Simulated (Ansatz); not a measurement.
# Cu3H: one candidate structure, part 2 of 2

Aim: relax Cu3H from this start, ReO3 type (Pm-3m, No. 221), and see where it ends.

Ansatz 0.2.0; DFT PBE, scalar-relativistic, plane waves, PAW.

## (4) Rough relaxation on the coarse mesh (candidate A)

input.yaml

```yaml
crystal:
  lattice:
    - [3.613752754, 0.0, 0.0]
    - [0.0, 3.613752754, 0.0]
    - [0.0, 0.0, 3.613752754]
  atoms:
    - { symbol: Cu, position: [0.5, 0.0, 0.0] }
    - { symbol: Cu, position: [0.0, 0.5, 0.0] }
    - { symbol: Cu, position: [0.0, 0.0, 0.5] }
    - { symbol: H, position: [0.0, 0.0, 0.0] }
basis:
  ecutwfc: 420
kpoints:
  mp_grid: { grid: [6, 6, 6] }
hamiltonian:
  xc: pbe
scf:
  occupations: { method: gaussian, width: 0.1 }
  lower_state_search: "off"
output:
  forces: true
  stress: true
  eigenvalues: true
relax:
  adjacent_minimum: "off"
  f_tol: 0.04
  max_steps: 70
  cell: { stress_tol: 0.4 }
```

The run is started by

```console
$ ansatz run input.yaml --threads 1 --pin off --max-ram 2560MiB --backend cpu --events-out ev --progress --plain --runs-dir out
```

Output, cut to the lines that bear on the results:

```text
Warning: RAYON_NUM_THREADS=1 ignored (pool sized by the plan → 1); use --threads N
[...]
Pseudopotentials: kind: paw
Pseudopotential: Cu, paw, valence charge 19, recommended cutoff 420 eV (normal), Cu.paw.azcp
Pseudopotential: H, paw, valence charge 1, recommended cutoff 420 eV (normal), H.paw.azcp
Functional definition: PBE
[...]
Crystal: 4 atoms, lattice volume = 47.193 Å³
Basis set: ecut = 420 eV, 925 PW (Γ), exchange–correlation on 50×50×50 points (8 copies of the dense FFT grid, shifted against one another)
Bands: 35, of which v1, the nominal top of the filled ones, is band 29 counted from 1 (28 counted from 0)
Symmetry: 48 space group operations
Space group: Pm-3m (ITA 221), of the structure as read, at distance tolerance 3.6e-5 Å
k-points: 20 of 216
[...]
SCF iter   1: F=—  HF=-19889.821770 eV  |F-HF|=—  |Δ(HF+E_count)|=         —  Δρ=3.79e-3  dr2=4.70e-3  ethr=1.77e-3  ⟨swp⟩=6.0  Hψ=2390  notcnv=0  defer=1
[...]
       -0.255845       0.000000      -0.000000
        0.000000      -0.255845      -0.000000
       -0.000000      -0.000000      -0.255845
  P = ⅓ Tr σ = -0.2558 GPa (-2.558 kbar)
--- Band table (eV; the first three rows and the last of 20) ---
[...]
--- Relaxed structure (2 steps of the walk, 2 accepted, 1 SCFs on fresh bases) ---
  F+E_penalty+E_count = -19889.82119859 eV   max|allowed force component| = 1.330e-29 eV/Å   (the final SCF, on the basis selected at the relaxed cell)
  cell:  # Å, volume = 47.0692 Å³
    - [3.6105961149482493, -1.6049416203226965e-35, 4.81482486096809e-35]
    - [-1.6049416203226965e-35, 3.6105961149482493, -1.2037062152420224e-35]
    - [3.209883240645393e-35, -1.2037062152420224e-35, 3.6105961149482493]
  atoms:
    - { symbol: Cu, position: [0.5, 9.541651012497709e-38, 5.204536915907975e-38] }
    - { symbol: Cu, position: [7.633320809998157e-37, 0.5, 1.2143919470451562e-37] }
    - { symbol: Cu, position: [3.4696912772718874e-37, -5.291279197839632e-37, 0.5] }
    - { symbol: H, position: [-2.0818147663631335e-37, -7.806805373861751e-38, -8.674228193179724e-38] }
```

Wall time 7 s (1 thread of Arm Neoverse V1, shared host); peak memory 0.31 GiB.

The steps of the relaxation:

```csv
step,energy from step 1 (eV/cell),largest force component (eV/Å),pressure (GPa),volume (Å³)
1,0.0000,0.0000,-0.50,47.19
2,-0.0004,0.0000,-0.25,47.07
3,-0.0004,0.0000,-0.26,47.07
```

Step 1 is the start. Step 3 repeats the geometry before it on a plane-wave basis chosen anew for that cell, so its energy need not be comparable with the rows above.

|  | before | after | change |
| --- | --- | --- | --- |
| a (Å) | 3.614 | 3.611 | -0.1 % |
| b (Å) | 3.614 | 3.611 | -0.1 % |
| c (Å) | 3.614 | 3.611 | -0.1 % |
| volume (Å³/atom) | 11.80 | 11.77 | -0.3 % |
| shortest distance (Å) | 1.807 | 1.805 | -0.1 % |
| space group (0.01 Å) | Pm-3m | Pm-3m | same |

Forces and stress were held to the start's 48 operations: a distortion of lower symmetry was not tested.

## (5) The relaxation (candidate A)

input.yaml

```yaml
crystal:
  lattice:
    - [3.6105961149, 0.0, 0.0]
    - [0.0, 3.6105961149, 0.0]
    - [0.0, 0.0, 3.6105961149]
  atoms:
    - { symbol: Cu, position: [0.5, 0.0, 0.0] }
    - { symbol: Cu, position: [0.0, 0.5, 0.0] }
    - { symbol: Cu, position: [0.0, 0.0, 0.5] }
    - { symbol: H, position: [0.0, 0.0, 0.0] }
basis:
  ecutwfc: 420
kpoints:
  mp_grid: { grid: [14, 14, 14] }
hamiltonian:
  xc: pbe
scf:
  occupations: { method: gaussian, width: 0.1 }
output:
  forces: true
  stress: true
  eigenvalues: true
relax:
  adjacent_minimum: "off"
  f_tol: 0.01
  max_steps: 80
  cell: { stress_tol: 0.05 }
```

The run is started by

```console
$ ansatz run input.yaml --threads 1 --pin off --max-ram 2560MiB --backend cpu --events-out ev --progress --plain --runs-dir out
```

Output, cut to the lines that bear on the results:

```text
Warning: RAYON_NUM_THREADS=1 ignored (pool sized by the plan → 1); use --threads N
[...]
[... 4 set-up lines as earlier in the session ...]
[...]
Crystal: 4 atoms, lattice volume = 47.069 Å³
Basis set: ecut = 420 eV, 925 PW (Γ), exchange–correlation on 50×50×50 points (8 copies of the dense FFT grid, shifted against one another)
Bands: 35, of which v1, the nominal top of the filled ones, is band 29 counted from 1 (28 counted from 0)
[... 2 set-up lines as earlier in the session ...]
k-points: 120 of 2744
[...]
SCF iter   1: F=—  HF=-19889.874345 eV  |F-HF|=—  |Δ(HF+E_count)|=         —  Δρ=2.92e-3  dr2=2.03e-3  ethr=1.77e-3  ⟨swp⟩=5.7  Hψ=14159  notcnv=0  defer=6
[...]
--- Stress (GPa, compression-positive) ---
        0.010716       0.000000       0.000000
        0.000000       0.010716       0.000000
        0.000000       0.000000       0.010716
  P = ⅓ Tr σ = 0.0107 GPa (0.107 kbar)
--- Band table (eV; the first three rows and the last of 120) ---
[...]
--- Relaxed structure (3 steps of the walk, 3 accepted, 1 SCFs on fresh bases) ---
  F+E_penalty+E_count = -19889.87503786 eV   max|allowed force component| = 8.078e-30 eV/Å   (the final SCF, on the basis selected at the relaxed cell)
  cell:  # Å, volume = 46.6700 Å³
    - [3.600360720320756, -3.05941996374014e-35, 0.0]
    - [2.2619645961423e-34, 3.600360720320756, 2.4876595115001794e-34]
    - [0.0, 2.4876595115001794e-34, 3.600360720320756]
  atoms:
    - { symbol: Cu, position: [0.5, 3.1254522547066893e-37, 5.643177682335297e-38] }
    - { symbol: Cu, position: [-1.0070901709558088e-36, 0.5, -8.247721227157715e-38] }
    - { symbol: Cu, position: [-5.903632036573713e-37, 2.778179781868317e-37, 0.5] }
    - { symbol: H, position: [-3.4727247214480627e-38, 2.4309073091511774e-37, -3.038634136097862e-38] }
```

Run time: 53 s. Hardware: 1 thread of Arm Neoverse V1, shared host; peak memory 0.42 GiB.

The steps of the relaxation:

| step | energy from step 1 (eV/cell) | largest force component (eV/Å) | pressure (GPa) | volume (Å³) |
| --- | --- | --- | --- | --- |
| 1 | 0.0000 | 0.0000 | -0.82 | 47.07 |
| 2 | -0.0010 | 0.0000 | -0.41 | 46.87 |
| 3 | -0.0014 | 0.0000 | 0.01 | 46.67 |
| 4 | -0.0010 | 0.0000 | 0.01 | 46.67 |

Step 1 is the start. Step 4 repeats the geometry before it on a plane-wave basis chosen anew for that cell, so its energy need not be comparable with the rows above.

|  | before | after | change |
| --- | --- | --- | --- |
| a (Å) | 3.611 | 3.600 | -0.3 % |
| b (Å) | 3.611 | 3.600 | -0.3 % |
| c (Å) | 3.611 | 3.600 | -0.3 % |
| volume (Å³/atom) | 11.77 | 11.67 | -0.8 % |
| shortest distance (Å) | 1.805 | 1.800 | -0.3 % |
| space group (0.01 Å) | Pm-3m | Pm-3m | same |

Forces and stress were held to the start's 48 operations: a distortion of lower symmetry was not tested.

## (6) Changed: starting moments, hubbard.sites [{species: Cu, l: d, u_eff: 5.0}], hubbard.double_counting fll, accuracy low, spin_polarized true, ecutwfc left out

input.yaml

```yaml
crystal:
  lattice:
    - [3.6003607203, 0.0, 0.0]
    - [0.0, 3.6003607203, 0.0]
    - [0.0, 0.0, 3.6003607203]
  atoms:
    - { symbol: Cu, position: [0.5, 0.0, 0.0], spin: 0.2 }
    - { symbol: Cu, position: [0.0, 0.5, 0.0], spin: 0.2 }
    - { symbol: Cu, position: [0.0, 0.0, 0.5], spin: 0.2 }
    - { symbol: H, position: [0.0, 0.0, 0.0], spin: 0.2 }
kpoints:
  mp_grid: { grid: [14, 14, 14] }
hamiltonian:
  xc: pbe
  hubbard: { sites: [{ species: Cu, l: d, u_eff: 5.0 }], double_counting: fll }
scf:
  occupations: { method: gaussian, width: 0.1 }
output:
  forces: true
  eigenvalues: true
  stress: true
accuracy: low
magnetization:
  spin_polarized: true
```

The run is started by

```console
$ ansatz run input.yaml --threads 1 --pin off --max-ram 2560MiB --backend cpu --events-out ev --progress --plain --runs-dir out
```

Output, cut to the lines that bear on the results:

```text
Warning: RAYON_NUM_THREADS=1 ignored (pool sized by the plan → 1); use --threads N
Cu: projections on atomic orbitals take those of the free atom [Ne] 3s2 3p6 3d10 4s1, of charge +0.00 (hamiltonian.pseudopotentials.projection_atoms); the dataset's partial waves leave at most 2.0e-6 of an orbital's norm unspanned inside its sphere
H: projections on atomic orbitals take those of the free atom 1s1, of charge +0.00 (hamiltonian.pseudopotentials.projection_atoms); the dataset's partial waves leave at most 1.2e-11 of an orbital's norm unspanned inside its sphere
[...]
[... 4 set-up lines as earlier in the session ...]
[...]
Crystal: 4 atoms, lattice volume = 46.670 Å³
Basis set: ecut = 420 eV, 925 PW (Γ), exchange–correlation on 50×50×50 points (8 copies of the dense FFT grid, shifted against one another)
[...]
WARN: the starting moments were not kept: the SCF closed with an absolute magnetisation of 1.4e-6 μB, where they sum to 0.8 μB in size (4 sites). That is at most 0.1 of that sum. Measured as dr2_m measures the in/out step, that magnetisation stands 6.3e-13 eV from none, at or under the [...]
SCF converged after 15 iterations
Magnetization: 0.0000 μB (29.0000 up, 29.0000 down)
Absolute magnetization: 0.0000 μB (∫|ρ↑−ρ↓|, with the PAW one-centre terms)
Spin contamination: 0.0000 ħ² per cell (⟨S²⟩ above its minimum at these occupations)
Per-site moments (μB) at R_I (Å): [(6.987895790726841e-8, 0.742574398561875), (6.987895758686895e-8, 0.742574398561875), (6.987895819356748e-8, 0.742574398561875), (4.446135911958892e-7, 0.742574398561875)]
Free energy (F): -19888.586928 eV
[...]
E sigma→0 (E₀):  -19888.585019 eV
Entropy (-TS):   -0.003817 eV (-0.954 meV/atom)
Fermi energy:    12.311714 eV
[...]
--- Forces (eV/Å), atoms counted from 1 ---
  atom   1  Cu     0.00000000    -0.00000000    -0.00000000
  atom   2  Cu     0.00000000    -0.00000000     0.00000000
  atom   3  Cu     0.00000000     0.00000000     0.00000000
  atom   4  H     -0.00000000     0.00000000     0.00000000
[...]
--- Stress (GPa, compression-positive) ---
        1.962000      -0.000000       0.000000
       -0.000000       1.962000      -0.000000
        0.000000      -0.000000       1.962000
  P = ⅓ Tr σ = 1.9620 GPa (19.620 kbar)
--- Band table (eV; the first three rows and the last of 240) ---
[...]
Occupation matrices written to <dir>
```

Run time: 46 s. Hardware: 1 thread of Arm Neoverse V1, shared host; peak memory 0.62 GiB.

```csv
run,ending,energy change,pressure (GPa),gap (eV),force (eV/Å),cycles,time
step 5,converged,0,0.0,0.00,0.00,-,53 s
variant,converged,+322.0 meV/atom (U changed: no physical gain or loss),2.0,0.00,0.00,15,46 s
```

Changing the spin polarisation, Hubbard U and accuracy level moves the energy by +322.0 meV/atom, and the pressure goes from 0.0 to 2.0 GPa. The U term adds an energy of its own, so the shift says nothing about which run is better.

## (7) What came out

The summary covers parts 1 to 2.

Formation energies count from the elements, computed with the same settings in runs not shown here.

Rows marked E are candidates relaxed earlier by the same steps.

```
candidate                               start  space group at the end  atoms  volume (Å³/atom)  energy above the lowest (meV/atom)  gap on the mesh (eV)  formation energy (eV/atom)
        A          ReO3 type (Pm-3m, No. 221)                   Pm-3m      4             11.67                                 0.0                  0.00                      +0.381
       E1  Cu3Au (L1_2) type (Pm-3m, No. 221)                   Pm-3m      4             10.59                                58.8                  0.00                      +0.440
```

The lowest is A, in Pm-3m; E1 follows 59 meV/atom higher. Other structures, not tried here, may lie lower. The lowest formation energy here, +0.38 eV/atom, is positive, so the elements lie lower than the structures tried; another structure of the compound can lie lower.
